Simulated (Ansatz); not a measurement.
**(001) slab of rocksalt KBr, 22.9 Å thick as cut, bare faces**

Ansatz, PAW, plane waves, no spin–orbit coupling unless named; atoms relaxed with PBEsol, the curve by HSE06. The curve holds the local part of the PAW potentials, so its shape inside matter depends on the files.

```yaml
crystal:
  lattice:
    - [3.27500, 3.27500, 0.00000]
    - [-3.27500, 3.27500, 0.00000]
    - [0.00000, 0.00000, 35.92500]
  atoms:
    - { symbol: Br, position: [0.49912, 0.50256, 0.18053] }
    - { symbol: Br, position: [0.49972, 0.50158, 0.36316] }
    - { symbol: Br, position: [0.50021, 0.50067, 0.54560] }
    - { symbol: Br, position: [0.50175, 0.50030, 0.72780] }
    - { symbol: Br, position: [0.99956, 0.00233, 0.27230] }
    - { symbol: Br, position: [0.99980, 0.00038, 0.45450] }
    - { symbol: Br, position: [0.00120, 0.00080, 0.63695] }
    - { symbol: Br, position: [0.00231, 0.00078, 0.81939] }
    - { symbol: K, position: [0.99940, 0.00256, 0.18228] }
    - { symbol: K, position: [0.99989, 0.00171, 0.36333] }
    - { symbol: K, position: [0.00056, 0.00103, 0.54563] }
    - { symbol: K, position: [0.00170, 0.00032, 0.72828] }
    - { symbol: K, position: [0.49962, 0.50227, 0.27173] }
    - { symbol: K, position: [0.50002, 0.50064, 0.45437] }
    - { symbol: K, position: [0.50135, 0.50098, 0.63672] }
    - { symbol: K, position: [0.50206, 0.50080, 0.81775] }
```

Planar mean of the electrostatic potential energy along the normal, from the vacuum level:

```
z (Å)  v (eV)
 0.00    0.00
 0.30    0.00
 0.74    0.00
 1.03    0.00
 1.33    0.00
 1.63    0.00
 2.07    0.00
 2.37    0.00
 2.66    0.00
 3.10   -0.01
 3.40   -0.01
 3.70   -0.01
 3.99   -0.03
 4.44   -0.08
 4.73   -0.19
 5.03   -0.45
 5.47   -1.64
 5.77   -4.37
 6.06   -9.35
 6.36  -12.73
 6.80  -11.53
 7.10   -6.97
 7.39   -2.76
 7.84   -0.80
 8.13   -0.54
 8.43   -0.76
 8.72   -1.63
 9.17   -6.60
 9.46  -11.30
 9.76  -13.22
10.05  -11.68
10.50   -4.68
10.79   -1.74
11.09   -0.76
11.53   -0.50
11.83   -0.97
12.12   -2.31
12.42   -6.18
12.86  -12.51
13.16  -12.97
13.45  -10.03
13.90   -3.03
14.19   -1.23
14.49   -0.59
14.78   -0.51
15.23   -1.39
15.52   -3.55
15.82   -8.36
16.26  -13.13
16.56  -12.14
16.85   -8.00
17.15   -3.30
17.59   -0.86
17.89   -0.49
18.18   -0.60
18.63   -1.99
18.92   -5.38
19.22  -10.35
19.51  -13.06
19.96  -10.70
20.25   -5.80
20.55   -2.16
20.99   -0.64
21.29   -0.48
21.58   -0.80
21.88   -1.85
22.32   -7.50
22.62  -11.86
22.92  -13.17
23.36   -8.81
23.65   -3.88
23.95   -1.47
24.25   -0.65
24.69   -0.53
24.98   -1.11
25.28   -2.76
25.72   -9.65
26.02  -12.85
26.32  -12.68
26.61   -9.18
27.05   -2.53
27.35   -1.07
27.65   -0.56
27.94   -0.58
28.39   -1.73
28.68   -4.52
28.98   -9.49
29.42  -13.19
29.72  -11.39
30.01   -6.78
30.31   -2.59
30.75   -0.67
31.05   -0.28
31.34   -0.12
31.79   -0.03
32.08   -0.01
32.38    0.00
32.67    0.00
33.12    0.00
33.41    0.00
33.71    0.00
34.15    0.00
34.45    0.00
34.74    0.00
35.04    0.00
35.48    0.00
35.78    0.00
```

Task: How far below the vacuum level do the top filled and the lowest empty level lie, by each functional?

Result: PBEsol: 6.02 and 1.66 eV (gap 4.36 eV, a 6×6×1 mesh); HSE06: 6.79 and 1.19 eV (gap 5.60 eV, a 4×4×1 mesh). Either level can be a surface state and not a band edge of the crystal.
